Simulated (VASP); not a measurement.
# Ge4H in VASP: further runs

Aim: see how the results for Ge4H move with the level of theory and the settings. Levels: PBEsol, PBE. Tasks: phonons.

All numbers are computed with VASP 6.6.1; they aren't measurements. Logs are shortened: lines on timing, memory, paths and dates and some standing lists are left out, and cuts for length are marked.

### 1 The slab as given

The cell holds a slab with vacuum, 10 atoms: a = 4.001 Å, b = 4.001 Å, c = 25.737 Å, α = 90.00°, β = 90.00°, γ = 120.00°.

The cell was built by a generator and needn't be a form met in nature.

### 2 Phonons, PBEsol

Input file POSCAR:

```
Ge4H
1.0
    4.0008101700      0.0000000000      0.0000000000
   -2.0004050800      3.4648032400      0.0000000000
    0.0000000000      0.0000000000     25.7366054200
  Ge              H
     8     2
Direct
     0.0000000000000000    0.0000000000000000    0.2953224506179468
     0.6666666699999979    0.3333333300000021    0.3256620940703650
     0.6666666699999979    0.3333333300000021    0.4205985945519251
     0.3333333300000021    0.6666666699999979    0.4523828618046881
     0.3333333300000021    0.6666666699999979    0.5476171381953117
     0.0000000000000000    0.0000000000000000    0.5794014054480748
     0.0000000000000000    0.0000000000000000    0.6743379059296349
     0.6666666699999979    0.3333333300000021    0.7046775493820533
     0.6666666699999979    0.3333333300000021    0.7649620358771458
     0.0000000000000000    0.0000000000000000    0.2350379641228543
```

Input file INCAR.step1:

```
PREC = Accurate
ENCUT = 600
EDIFF = 1E-8
ISMEAR = -1
SIGMA = 0.05
LREAL = F
LASPH = T
NELM = 60
ALGO = Fast
ISIF = 2
LWAVE = F
LCHARG = F
GGA = PS
KPAR = 4
IBRION = 2
NSW = 40
EDIFFG = -0.002
```

Input file INCAR.step2:

```
PREC = Accurate
ENCUT = 600
EDIFF = 1E-8
ISMEAR = -1
SIGMA = 0.05
LREAL = F
LASPH = T
NELM = 60
ALGO = Fast
ISIF = 2
LWAVE = F
LCHARG = F
GGA = PS
KPAR = 4
IBRION = 8
NSW = 1
```

Input file KPOINTS:

```
Automatic mesh
0
Gamma
  6 6 1
```

Potentials or basis: VASP PAW PBE potentials, release 64 (Ge_d, H).

On the command line:

```
$ cat potpaw_PBE.64/Ge_d/POTCAR potpaw_PBE.64/H/POTCAR > POTCAR
$ cp INCAR.step1 INCAR
$ mpirun -np 4 vasp_std > vasp.out
$ cp CONTCAR POSCAR
$ cp INCAR.step2 INCAR
$ mpirun -np 4 vasp_std > vasp.out
```

OUTCAR:

```text
PREC = Accurate
   ENCUT = 600
   EDIFF = 1E-8
   ISMEAR = -1
   LREAL = F
   LASPH = T
   NELM = 60
   ISIF = 2
   GGA = PS
   IBRION = 8
   NSW = 1

 ion  position               nearest neighbor table
   1  0.000  0.000  0.295-  10 1.55   2 2.44   2 2.44   2 2.44
   2  0.667  0.333  0.326-   1 2.44   1 2.44   1 2.44   3 2.44
   3  0.667  0.333  0.421-   2 2.44   4 2.45   4 2.45   4 2.45
   4  0.333  0.667  0.452-   5 2.45   3 2.45   3 2.45   3 2.45
   5  0.333  0.667  0.548-   4 2.45   6 2.45   6 2.45   6 2.45
   6  0.000  0.000  0.579-   7 2.44   5 2.45   5 2.45   5 2.45
   7  0.000  0.000  0.674-   8 2.44   8 2.44   8 2.44   6 2.44
   8  0.667  0.333  0.705-   9 1.55   7 2.44   7 2.44   7 2.44
   9  0.667  0.333  0.765-   8 1.55
  10  0.000  0.000  0.235-   1 1.55

  LATTYP: Found a hexagonal cell.
 ALAT       =     4.0008101700
 C/A-ratio  =     6.4328484298

  Lattice vectors:

 A1 = (   4.0008101700,   0.0000000000,   0.0000000000)
 A2 = (  -2.0004050800,   3.4648032400,   0.0000000000)
 A3 = (   0.0000000000,   0.0000000000,  25.7366054200)

Analysis of symmetry for initial positions (statically):
[... 757 lines left out ...]
  x     0.00000    -0.00000     0.00000     0.28237     0.00000     2.66495
  y     0.28237    -0.28237     0.00000    -0.00000     2.66500     0.00000
  z    -0.36768    -0.36768    22.53416    -0.00000     0.00000     0.00000

 SECOND DERIVATIVES (NOT SYMMETRIZED)
 ------------------------------------
               1X          1Y          1Z          2X          2Y          2Z          3X          3Y          3Z          4X          4Y          4Z          5X          5Y          5Z          6X          6Y          6Z          7X          7Y          7Z          8X          8Y          8Z          9X          9Y          9Z         10X         10Y         10Z
  1X   -11.945888   -0.000000   -0.000000   11.222974    0.000000   -0.000000   -0.158211   -0.000000    0.000000   -0.066392   -0.000000    0.000000   -0.023461   -0.000000   -0.000000    0.009624    0.000000    0.000000    0.002319    0.000000   -0.000000    0.012311    0.000000    0.000000    0.008249    0.000000   -0.000000    0.938477    0.000000   -0.000000
  1Y    -0.000000  -11.945888    0.000000    0.000000   11.222974    0.000000   -0.000000   -0.158211   -0.000000   -0.000000   -0.066392    0.000000   -0.000000   -0.023461    0.000000    0.000000    0.009624    0.000000    0.000000    0.002319    0.000000    0.000000    0.012311    0.000000    0.000000    0.008249    0.000000    0.000000    0.938477    0.000000
  1Z    -0.000000    0.000000  -20.492539    0.000000    0.000000    5.575055    0.000000    0.000000    0.590174   -0.000000    0.000000    0.235463   -0.000000    0.000000   -0.001215    0.000000   -0.000000    0.021252    0.000000    0.000000    0.010767    0.000000    0.000000    0.046908    0.000000    0.000000    0.003898    0.000000    0.000000   14.010236
  2X    11.198951    0.000000    0.000000  -11.842990   -0.000000   -0.000000    0.751755    0.000000    0.000000   -0.122242   -0.000000   -0.000000    0.206682    0.000000    0.000000   -0.036432   -0.000000    0.000000    0.036549    0.000000    0.000000   -0.023440   -0.000000   -0.000000    0.009272    0.000000    0.000000   -0.178104   -0.000000   -0.000000
  2Y     0.000000   11.198951    0.000000   -0.000000  -11.842990    0.000000    0.000000    0.751755    0.000000   -0.000000   -0.122242    0.000000    0.000000    0.206682    0.000000   -0.000000   -0.036432    0.000000    0.000000    0.036549    0.000000   -0.000000   -0.023440    0.000000    0.000000    0.009272    0.000000   -0.000000   -0.178104    0.000000
  2Z     0.000000    0.000000    5.536249    0.000000    0.000000  -13.118949    0.000000   -0.000000    6.534880    0.000000    0.000000    0.521541   -0.000000    0.000000   -0.008892    0.000000    0.000000   -0.014674    0.000000    0.000000   -0.001893    0.000000    0.000000   -0.017601   -0.000000    0.000000   -0.014795    0.000000   -0.000000    0.584135
  3X    -0.181929   -0.000000    0.000000    0.755884    0.000000    0.000000  -11.164364   -0.000000   -0.000000   10.580738    0.000000   -0.000000   -0.088398   -0.000000    0.000000   -0.126862   -0.000000   -0.000000   -0.032772   -0.000000    0.000000   -0.013150   -0.000000   -0.000000   -0.026250   -0.000000    0.000000    0.297103    0.000000   -0.000000
  3Y    -0.000000   -0.181929    0.000000    0.000000    0.755884    0.000000   -0.000000  -11.164364    0.000000    0.000000   10.580738   -0.000000   -0.000000   -0.088398    0.000000   -0.000000   -0.126862    0.000000   -0.000000   -0.032772    0.000000   -0.000000   -0.013150    0.000000   -0.000000   -0.026250    0.000000    0.000000    0.297103   -0.000000
  3Z     0.000000    0.000000    0.574655    0.000000    0.000000    6.524292    0.000000    0.000000  -12.991883    0.000000    0.000000    5.286515    0.000000    0.000000    0.495630    0.000000    0.000000    0.204293    0.000000   -0.000000   -0.015233    0.000000    0.000000    0.001673   -0.000000    0.000000    0.002981   -0.000000    0.000000   -0.082923
  4X    -0.091111   -0.000000    0.000000   -0.126936   -0.000000    0.000000   10.573794    0.000000    0.000000  -11.036926   -0.000000    0.000000    0.645282    0.000000   -0.000000   -0.091355   -0.000000    0.000000    0.203589    0.000000   -0.000000   -0.050948   -0.000000   -0.000000    0.052186    0.000000    0.000000   -0.077574   -0.000000    0.000000
  4Y    -0.000000   -0.091111    0.000000   -0.000000   -0.126936    0.000000    0.000000   10.573794    0.000000   -0.000000  -11.036926    0.000000    0.000000    0.645282    0.000000   -0.000000   -0.091355    0.000000    0.000000    0.203589    0.000000   -0.000000   -0.050948    0.000000    0.000000    0.052186    0.000000   -0.000000   -0.077574    0.000000
  4Z     0.000000    0.000000    0.229968    0.000000    0.000000    0.538824   -0.000000    0.000000    5.296076    0.000000   -0.000000  -12.806497    0.000000    0.000000    6.272555    0.000000    0.000000    0.503364   -0.000000   -0.000000   -0.003381   -0.000000    0.000000   -0.004389    0.000000   -0.000000   -0.012767    0.000000    0.000000   -0.013754
  5X    -0.050948   -0.000000   -0.000000    0.203589    0.000000   -0.000000   -0.091355   -0.000000    0.000000    0.645282    0.000000   -0.000000  -11.036926   -0.000000    0.000000   10.573794    0.000000    0.000000   -0.126936   -0.000000    0.000000   -0.091111   -0.000000    0.000000   -0.077574   -0.000000    0.000000    0.052186    0.000000    0.000000
  5Y    -0.000000   -0.050948    0.000000    0.000000    0.203589    0.000000   -0.000000   -0.091355    0.000000    0.000000    0.645282    0.000000   -0.000000  -11.036926    0.000000    0.000000   10.573794    0.000000   -0.000000   -0.126936    0.000000   -0.000000   -0.091111    0.000000   -0.000000   -0.077574    0.000000    0.000000    0.052186    0.000000
  5Z    -0.000000    0.000000   -0.004389   -0.000000   -0.000000   -0.003381    0.000000    0.000000    0.503364    0.000000    0.000000    6.272555    0.000000   -0.000000  -12.806497   -0.000000    0.000000    5.296076    0.000000    0.000000    0.538824    0.000000    0.000000    0.229968    0.000000    0.000000   -0.013754    0.000000   -0.000000   -0.012767
  6X    -0.013150   -0.000000   -0.000000   -0.032772   -0.000000    0.000000   -0.126862   -0.000000   -0.000000   -0.088398   -0.000000    0.000000   10.580738    0.000000   -0.000000  -11.164364   -0.000000   -0.000000    0.755884    0.000000    0.000000   -0.181929   -0.000000    0.000000    0.297103    0.000000   -0.000000   -0.026250   -0.000000    0.000000
  6Y    -0.000000   -0.013150    0.000000   -0.000000   -0.032772    0.000000   -0.000000   -0.126862    0.000000   -0.000000   -0.088398    0.000000    0.000000   10.580738   -0.000000   -0.000000  -11.164364    0.000000    0.000000    0.755884    0.000000   -0.000000   -0.181929    0.000000    0.000000    0.297103   -0.000000   -0.000000   -0.026250    0.000000
  6Z     0.000000    0.000000    0.001673    0.000000   -0.000000   -0.015233    0.000000    0.000000    0.204293    0.000000    0.000000    0.495630    0.000000    0.000000    5.286515    0.000000    0.000000  -12.991883    0.000000    0.000000    6.524292    0.000000    0.000000    0.574655   -0.000000    0.000000   -0.082923   -0.000000    0.000000    0.002981
  7X    -0.023440   -0.000000   -0.000000    0.036549    0.000000    0.000000   -0.036432   -0.000000    0.000000    0.206682    0.000000    0.000000   -0.122242   -0.000000   -0.000000    0.751755    0.000000    0.000000  -11.842990   -0.000000   -0.000000   11.198951    0.000000    0.000000   -0.178104   -0.000000   -0.000000    0.009272    0.000000    0.000000
  7Y    -0.000000   -0.023440    0.000000    0.000000    0.036549    0.000000   -0.000000   -0.036432    0.000000    0.000000    0.206682    0.000000   -0.000000   -0.122242    0.000000    0.000000    0.751755    0.000000   -0.000000  -11.842990    0.000000    0.000000   11.198951    0.000000   -0.000000   -0.178104    0.000000    0.000000    0.009272    0.000000
  7Z     0.000000    0.000000   -0.017601    0.000000    0.000000   -0.001893    0.000000    0.000000   -0.014674   -0.000000    0.000000   -0.008892    0.000000    0.000000    0.521541    0.000000   -0.000000    6.534880    0.000000    0.000000  -13.118949    0.000000    0.000000    5.536249    0.000000   -0.000000    0.584135   -0.000000    0.000000   -0.014795
  8X     0.012311    0.000000    0.000000    0.002319    0.000000   -0.000000    0.009624    0.000000    0.000000   -0.023461   -0.000000   -0.000000   -0.066392   -0.000000    0.000000   -0.158211   -0.000000    0.000000   11.222974    0.000000   -0.000000  -11.945888   -0.000000   -0.000000    0.938477    0.000000   -0.000000    0.008249    0.000000   -0.000000
  8Y     0.000000    0.012311    0.000000    0.000000    0.002319    0.000000    0.000000    0.009624    0.000000   -0.000000   -0.023461    0.000000   -0.000000   -0.066392    0.000000   -0.000000   -0.158211   -0.000000    0.000000   11.222974    0.000000   -0.000000  -11.945888    0.000000    0.000000    0.938477    0.000000    0.000000    0.008249    0.000000
  8Z     0.000000    0.000000    0.046908    0.000000    0.000000    0.010767    0.000000   -0.000000    0.021252   -0.000000    0.000000   -0.001215   -0.000000    0.000000    0.235463    0.000000    0.000000    0.590174    0.000000    0.000000    5.575055   -0.000000    0.000000  -20.492539    0.000000    0.000000   14.010236    0.000000    0.000000    0.003898
  9X    -0.007690   -0.000000    0.000000    0.020680    0.000000   -0.000000   -0.018387   -0.000000    0.000000    0.064310    0.000000    0.000000   -0.065144   -0.000000    0.000000    0.304563    0.000000    0.000000   -0.168975   -0.000000   -0.000000    0.922832    0.000000   -0.000000   -1.061289   -0.000000    0.000000    0.009101    0.000000    0.000000
  9Y    -0.000000   -0.007690    0.000000    0.000000    0.020680    0.000000   -0.000000   -0.018387    0.000000    0.000000    0.064310    0.000000   -0.000000   -0.065144    0.000000    0.000000    0.304563    0.000000   -0.000000   -0.168975    0.000000    0.000000    0.922832    0.000000   -0.000000   -1.061289    0.000000    0.000000    0.009101    0.000000
  9Z     0.000000    0.000000   -0.011190    0.000000    0.000000   -0.010720   -0.000000    0.000000    0.005373    0.000000    0.000000   -0.021757    0.000000    0.000000   -0.024523    0.000000   -0.000000   -0.082965    0.000000    0.000000    0.588435    0.000000    0.000000   14.001159    0.000000   -0.000000  -14.473074   -0.000000    0.000000    0.029262
 10X     0.922832    0.000000   -0.000000   -0.168975   -0.000000   -0.000000    0.304563    0.000000    0.000000   -0.065144   -0.000000    0.000000    0.064310    0.000000    0.000000   -0.018387   -0.000000    0.000000    0.020680    0.000000   -0.000000   -0.007690   -0.000000    0.000000    0.009101    0.000000    0.000000   -1.061289   -0.000000    0.000000
 10Y     0.000000    0.922832    0.000000   -0.000000   -0.168975    0.000000    0.000000    0.304563    0.000000   -0.000000   -0.065144    0.000000    0.000000    0.064310    0.000000   -0.000000   -0.018387    0.000000    0.000000    0.020680    0.000000   -0.000000   -0.007690    0.000000    0.000000    0.009101    0.000000   -0.000000   -1.061289    0.000000
 10Z     0.000000    0.000000   14.001159    0.000000    0.000000    0.588435    0.000000   -0.000000   -0.082965    0.000000    0.000000   -0.024523    0.000000    0.000000   -0.021757   -0.000000    0.000000    0.005373    0.000000    0.000000   -0.010720    0.000000    0.000000   -0.011190   -0.000000    0.000000    0.029262    0.000000   -0.000000  -14.473074

 Eigenvectors and eigenvalues of the dynamical matrix
   1 f  =   59.919037 THz   376.482414 2PiTHz 1998.683940 cm-1   247.805114 meV
   2 f  =   59.800628 THz   375.738427 2PiTHz 1994.734238 cm-1   247.315414 meV
   3 f  =   16.300978 THz   102.422066 2PiTHz  543.742103 cm-1    67.415398 meV
   4 f  =   16.300978 THz   102.422066 2PiTHz  543.742102 cm-1    67.415398 meV
   5 f  =   16.157925 THz   101.523236 2PiTHz  538.970360 cm-1    66.823778 meV
   6 f  =   16.157925 THz   101.523236 2PiTHz  538.970359 cm-1    66.823778 meV
[... 19 lines left out ...]
  26 f  =    1.012852 THz     6.363936 2PiTHz   33.785101 cm-1     4.188817 meV
  27 f  =    1.012852 THz     6.363936 2PiTHz   33.785101 cm-1     4.188817 meV
  28 f/i=    0.020938 THz     0.131557 2PiTHz    0.698414 cm-1     0.086592 meV
  29 f/i=    0.079416 THz     0.498987 2PiTHz    2.649043 cm-1     0.328439 meV
  30 f/i=    0.079416 THz     0.498987 2PiTHz    2.649043 cm-1     0.328439 meV

 ELASTIC MODULI CONTR FROM IONIC RELAXATION (kBar)
 Direction    XX          YY          ZZ          XY          YZ          ZX
 --------------------------------------------------------------------------------
 XX        -146.8528     15.8592    -55.6642     -0.0000    -95.3993     -0.0000
 YY          15.8592   -146.8528    -55.6642     -0.0000     95.3993      0.0000
 ZZ         -55.6642    -55.6642  -1007.0689     -0.0000     -0.0000     -0.0000
 XY          -0.0000     -0.0000     -0.0000    -81.3560      0.0000   -103.6397
 YZ         -95.3993     95.3993     -0.0000      0.0000   -235.6268     -0.0000
 ZX          -0.0000      0.0000     -0.0000   -103.6397     -0.0000   -260.5701
 --------------------------------------------------------------------------------
```

Run time: 54 min. Hardware: 4 MPI ranks of Intel Xeon Platinum 8488C (Sapphire Rapids), shared host; peak memory 1.4 GiB.

Results:

```yaml
Highest_phonon_frequency_at_Γ_LO-TO_splitting_left_out: 1999 cm⁻¹
```

Phonon frequencies in cm⁻¹ (negative: imaginary):
| q point | frequencies |
| --- | --- |
| (0.000, 0.000, 0.000) | -3 -3 -1 34 34 50 50 54 54 71 135 188 220 262 282 282 284 285 285 289 289 290 290 295 539 539 544 544 1995 1999 |

(Part 1 of 2 ends here.)
